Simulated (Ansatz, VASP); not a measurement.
**CdS: VASP beside Ansatz**

Contents of INCAR:

```
  PREC = Accurate
  ENCUT = 520
  EDIFF = 1E-8
  ISMEAR = -1
  SIGMA = 0.02
  LREAL = False
  LASPH = True
  NELM = 80
  ALGO = Normal
  ISIF = 2
  LWAVE = False
  LCHARG = False
  GGA = PE
  LEFG = True
  NBANDS = 16
```

File KPOINTS:

```
Automatic mesh
0
Gamma
  7 7 7
```

POSCAR

```
CdS
1.0
    0.0588590693      2.9723829996      2.9723829996
    2.9723829996      0.0588590693      2.9723829996
    2.9723829996      2.9723829996      0.0588590693
Cd S
1 1
Direct
    0.0000000000      0.0000000000      0.0000000000
    0.7500000000      0.7500000000      0.7500000000
```

Input for Ansatz:

```yaml
crystal:
  lattice:
    - [0.0588590693, 2.9723829996, 2.9723829996]
    - [2.9723829996, 0.0588590693, 2.9723829996]
    - [2.9723829996, 2.9723829996, 0.0588590693]
  atoms:
    - { symbol: Cd, position: [0.0, 0.0, 0.0] }
    - { symbol: S, position: [0.75, 0.75, 0.75] }
kpoints:
  mp_grid: { grid: [7, 7, 7] }
scf:
  occupations: { method: fermi_dirac, width: 0.02 }
hamiltonian:
  xc: pbe
  pseudopotentials: { kind: all_electron, datasets: crystal }
output:
  forces: true
  stress: true
  eigenvalues: true
  efg: { contact_densities: true }
```

Change from the starting cell: equal xy, yz and zx shear strains of +2 %, crystal datasets.

Alike in both runs: task electric field gradients; functional PBE; k mesh 7 × 7 × 7; occupations fermi-dirac, width 0.02 eV; no spin polarisation.

|  | VASP | Ansatz |
| --- | --- | --- |
| version | VASP 6.6.1 | Ansatz 0.2.0 |
| potentials or method | VASP PAW PBE potentials, release 64 (Cd, S) | all-electron PAW with datasets made for the crystal, scalar-relativistic |
| plane-wave cutoff (eV) | 520 | see its input |

Ansatz gave:

```
gap on the k mesh at the Fermi level (eV)                      : 1.06
pressure (GPa)                                                 : 1.3
largest component of the traceless stress (GPa)                : 0.94
rms of the force components (eV/Å)                             : 0.107
Vzz of the field gradient on the site that differs most (V/Å²) : 20.1
```

Question: What did VASP give for the same quantities?

Answer: gap on the k mesh at the Fermi level (eV): 1.06; pressure (GPa): 1.6; largest component of the traceless stress (GPa): 0.96; rms of the force components (eV/Å): 0.111; Vzz of the field gradient on the site that differs most (V/Å²): 21.8.

Atom by atom the forces differ by 0.004 eV/Å (rms over components). Ansatz ran all-electron here, so the differences hold the error of VASP's frozen core and of both bases. Ansatz warned: «gradients_without_spin_orbit».
